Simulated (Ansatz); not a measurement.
## CoSn2: equilibrium cell

Method: Ansatz, DFT PBEsol, scalar-relativistic, plane waves, PAW. Each run relaxes cell and atoms to zero pressure from this start:

```cif
data_structure
_symmetry_space_group_name_H-M 'P 1'
_symmetry_Int_Tables_number 1
_cell_length_a 5.2632
_cell_length_b 5.2632
_cell_length_c 5.2632
_cell_angle_alpha 105.590
_cell_angle_beta 105.590
_cell_angle_gamma 117.549
_cell_volume 110.54
loop_
_atom_site_label
_atom_site_type_symbol
_atom_site_fract_x
_atom_site_fract_y
_atom_site_fract_z
_atom_site_occupancy
Co1 Co 0.25000 0.25000 0.00000 1
Co2 Co 0.75000 0.75000 0.00000 1
Sn1 Sn 0.65800 0.15800 0.81600 1
Sn2 Sn 0.15800 0.34200 0.50000 1
Sn3 Sn 0.34200 0.84200 0.18400 1
Sn4 Sn 0.84200 0.65800 0.50000 1
```

| Quantity | Value |
| --- | --- |
| plane-wave cutoff | 420 eV |
| occupation rule | Gaussian smearing, 0.1 eV |
| spin treatment | unpolarised |

Lengths are those of the conventional cell, space group I4/mcm.

| k-mesh | a (Å) | c (Å) | volume (Å³/atom) | gap on mesh (eV) |
| --- | --- | --- | --- | --- |
| 1×1×1 | 6.121 | 6.005 | 18.75 | 1.47 |
| 2×2×2 | 6.339 | 5.273 | 17.66 | metal |
| 6×6×6 | 6.267 | 5.417 | 17.73 | metal |
| 8×8×8 | 6.280 | 5.398 | 17.74 | metal |

Question: What does 4×4×4 give?

Answer: It gives:

| k-mesh | a (Å) | c (Å) | volume (Å³/atom) | gap on mesh (eV) |
| --- | --- | --- | --- | --- |
| 4×4×4 | 6.289 | 5.393 | 17.77 | metal |

Cost: 5 runs of about 4.9 core-minutes in all, on Arm Neoverse V1 (shared hosts).